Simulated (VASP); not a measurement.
Method: r2SCAN meta-GGA, VASP's PBE PAW potentials (set 64) (plane waves; VASP).

VASP input:

### POSCAR
```
Li2O
1
    0.0000000000     2.2911441093     2.2911441093
    2.2911441093    -0.0000000000     2.2911441093
    2.2911441093     2.2911441093    -0.0000000000
Li O
2 1
Direct
  0.2500000000   0.2500000000   0.2500000000
  0.7500000000   0.7500000000   0.7500000000
  0.0000000000   1.0000000000   1.0000000000
```

File KPOINTS:
```
Automatic mesh
0
Gamma
8 8 8
0 0 0
```

### INCAR
```
SYSTEM=Li2O
PREC=Accurate; ENCUT=600; LREAL=.False.
LASPH=.True.
EDIFF=1E-7; NELM=100; ALGO=Normal
LMIXTAU=.True.
ISMEAR=0; SIGMA=0.05
METAGGA=R2SCAN
ISIF=2
LWAVE=.False.; LCHARG=.False.
```

POTCAR, in this order: Li_sv O (PBE.64 set). Program: vasp_std.

What VASP printed:

File OSZICAR:
```
       N       E                     dE             d eps       ncg     rms          rms(c)
DAV:   1     0.402992339922E+02    0.40299E+02   -0.70289E+03   580   0.149E+03
DAV:   2    -0.158164095754E+02   -0.56116E+02   -0.53203E+02   684   0.257E+02
DAV:   3    -0.214016455602E+02   -0.55852E+01   -0.55618E+01  1046   0.670E+01
DAV:   4    -0.214525518392E+02   -0.50906E-01   -0.50895E-01   748   0.834E+00
DAV:   5    -0.214529336006E+02   -0.38176E-03   -0.38174E-03   892   0.597E-01    0.675E+00
DAV:   6    -0.168506418773E+02    0.46023E+01   -0.43321E+00   734   0.159E+01    0.209E+00
DAV:   7    -0.169058245819E+02   -0.55183E-01   -0.11109E+00   710   0.872E+00    0.209E+00
DAV:   8    -0.194310029466E+02   -0.25252E+01   -0.37281E+00   814   0.155E+01    0.289E+00
DAV:   9    -0.168685808486E+02    0.25624E+01   -0.20188E+00   944   0.118E+01    0.732E-01
DAV:  10    -0.168402428438E+02    0.28338E-01   -0.19205E-01   678   0.451E+00    0.321E-01
DAV:  11    -0.168331330807E+02    0.71098E-02   -0.14820E-02   706   0.126E+00    0.368E-01
DAV:  12    -0.168351858092E+02   -0.20527E-02   -0.16459E-02   670   0.144E+00    0.748E-02
DAV:  13    -0.168358953663E+02   -0.70956E-03   -0.47961E-04   684   0.288E-01    0.435E-02
DAV:  14    -0.168356366095E+02    0.25876E-03   -0.12723E-04   636   0.185E-01    0.362E-02
DAV:  15    -0.168362443268E+02   -0.60772E-03   -0.23463E-04   614   0.207E-01    0.698E-03
DAV:  16    -0.168362507859E+02   -0.64591E-05   -0.31441E-05   640   0.858E-02    0.146E-03
DAV:  17    -0.168362384177E+02    0.12368E-04   -0.32540E-06   688   0.293E-02    0.106E-03
DAV:  18    -0.168362305695E+02    0.78482E-05   -0.25385E-06   618   0.224E-02    0.279E-04
DAV:  19    -0.168362341324E+02   -0.35629E-05   -0.19105E-07   652   0.672E-03    0.286E-04
DAV:  20    -0.168362355184E+02   -0.13860E-05   -0.24649E-08   496   0.185E-03    0.302E-04
DAV:  21    -0.168362365680E+02   -0.10496E-05   -0.43732E-08   610   0.319E-03    0.734E-05
DAV:  22    -0.168362362533E+02    0.31475E-06   -0.13531E-09   332   0.463E-04    0.171E-05
DAV:  23    -0.168362362760E+02   -0.22753E-07   -0.18288E-10   320   0.173E-04
   1 F= -.16836236E+02 E0= -.16836236E+02  d E =-.274907E-20
```

OUTCAR:
```
------------------------ aborting loop because EDIFF is reached ----------------------------------------
  FORCE on cell =-STRESS in cart. coord.  units (eV):
  Direction    XX          YY          ZZ          XY          YZ          ZX
  --------------------------------------------------------------------------------------
  Total       -0.1144628     -0.1144628     -0.1144628      0.0000000      0.0000000      0.0000000
  in kB       -7.6240837     -7.6240837     -7.6240837      0.0000000      0.0000000      0.0000000
  external PRESSURE =      -7.6240837 kB  Pullay stress =       0.0000000 kB
  volume of cell :       24.05
      direct lattice vectors                 reciprocal lattice vectors
     0.000000000  2.291144109  2.291144109    -0.218231580  0.218231580  0.218231580
     2.291144109  0.000000000  2.291144109     0.218231580 -0.218231580  0.218231580
     2.291144109  2.291144109  0.000000000     0.218231580  0.218231580 -0.218231580
 POSITION                                       TOTAL-FORCE (eV/Angst)
 -----------------------------------------------------------------------------------
      1.14557      1.14557      1.14557         0.000000      0.000000      0.000000
      3.43672      3.43672      3.43672        -0.000000     -0.000000     -0.000000
      0.00000      0.00000      0.00000         0.000000      0.000000     -0.000000
 -----------------------------------------------------------------------------------
    total drift:                                0.000000      0.000000      0.000000
  FREE ENERGIE OF THE ION-ELECTRON SYSTEM (eV)
  ---------------------------------------------------
  free  energy   TOTEN  =       -16.8362362760 eV

  energy  without entropy=      -16.8362362760  energy(sigma->0) =      -16.83623628
```
(Selected blocks of OUTCAR.)

**OUTCAR**
```
 val. band max:        1.0664841400   @ k =   0.0000   0.0000   0.0000

 cond. band min:       6.7826291686   @ k =   0.5000   0.5000   0.0000


 Fermi energy:         1.3772634119

 k-point     1 :       0.0000    0.0000    0.0000
  band No.  band energies     occupation
      1     -43.1924      2.00000
      2     -42.8489      2.00000
      3     -15.3437      2.00000
      4       1.0665      2.00000
      5       1.0665      2.00000
      6       1.0665      2.00000
      7       7.3646      0.00000
      8      14.3106      0.00000
      9      14.3108      0.00000
     10      14.3108      0.00000

 k-point     2 :       0.1250    0.0000    0.0000
  band No.  band energies     occupation
      1     -43.1774      2.00000
      2     -42.8595      2.00000
      3     -15.3164      2.00000
      4       0.5668      2.00000
      5       0.9930      2.00000
      6       0.9930      2.00000
      7       7.7680      0.00000
      8      14.3423      0.00000
      9      14.5353      0.00000
     10      14.5354      0.00000

 k-point     3 :       0.2500    0.0000    0.0000
  band No.  band energies     occupation
      1     -43.1346      2.00000
      2     -42.8918      2.00000
      3     -15.2474      2.00000
      4      -0.4743      2.00000
      5       0.8259      2.00000
      6       0.8259      2.00000
      7       8.7713      0.00000
      8      14.1182      0.00000
      9      14.7491      0.00000
     10      14.7492      0.00000

 k-point     4 :       0.3750    0.0000    0.0000
  band No.  band energies     occupation
      1     -43.0736      2.00000
      2     -42.9424      2.00000
      3     -15.1733      2.00000
      4      -1.3681      2.00000
      5       0.6710      2.00000
      6       0.6710      2.00000
      7      10.1220      0.00000
      8      13.2491      0.00000
      9      14.4626      0.00000
     10      14.4626      0.00000

 k-point     5 :       0.5000    0.0000    0.0000
...
```

The compound is Li2O in the antifluorite structure. It was relaxed first.
